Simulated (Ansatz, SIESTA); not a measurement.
# Sn: 3 runs at one level of theory

The starting cell:

```
CELL_PARAMETERS angstrom
-2.94014 2.94014 1.59930
2.94014 -2.94014 1.59930
2.94014 2.94014 -1.59930
ATOMIC_POSITIONS crystal
Sn 0.00000 0.00000 0.00000
Sn 0.75000 0.25000 0.50000
```

Alike in all runs: task relaxation of cell and atoms; functional PBE; k mesh 9 × 9 × 9; occupations fermi-dirac, width 0.05 eV; no spin polarisation; no spin-orbit coupling.

```tsv
program and potentials	plane-wave cutoff (eV)	notes	equilibrium volume (Å³/atom)
Ansatz, Ansatz PAW	420	-	28.43
Ansatz, all-electron LAPW, scalar-relativistic	-	-	28.43
SIESTA, files PseudoDojo sr-pbe-0.4.1-standard, DZP (energy shift 0.003 Ry; two zetas on semicore shells)	-	atomic basis	28.92
```

The equilibrium volume spans 28.43 (Ansatz, Ansatz PAW) to 28.92 Å³/atom (SIESTA, files PseudoDojo sr-pbe-0.4.1-standard, DZP (energy shift 0.003 Ry; two zetas on semicore shells)), with all-electron results at 28.43. Relaxations stop with a little pressure left, so the last digit of a volume isn't settled. Rows in atomic bases carry the error of their basis and grid, which can be large.

Differences between rows come from potentials, basis sets and numerical settings, since the functional is the same but for its coding. Runs on potential files found faulty are left out.
